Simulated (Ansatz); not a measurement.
Input of an Ansatz 0.2.0 run:

Contents of input.yaml:

```yaml
crystal:
  lattice:
    - [0.0, 2.7218511865, 2.7218511865]
    - [2.7218511865, 0.0, 2.7218511865]
    - [2.7218511865, 2.7218511865, 0.0]
  atoms:
    - { symbol: Si, position: [0.5, 0.5, 0.5] }
    - { symbol: Si, position: [0.75, 0.75, 0.75] }
kpoints:
  mp_grid: { grid: [8, 8, 8] }
scf:
  occupations: { method: gaussian, width: 0.021 }
hamiltonian:
  xc: pbe
  pseudopotentials: { kind: all_electron, lapw: { basis_error: 0.001 } }
output:
  forces: true
  stress: true
  eigenvalues: true
```

Potentials or basis: all-electron LAPW, scalar-relativistic.

Launch:

```sh
$ ansatz run input.yaml --threads 1 --pin off --max-ram 3072MiB --backend cpu --events-out ev --progress --plain --runs-dir out
```

(1) Predict the band gap on the k mesh.

(2) Predict the pressure.

Results:

(1) 0.63 eV, indirect (least direct gap 2.56 eV).

(2) 1.3 GPa.
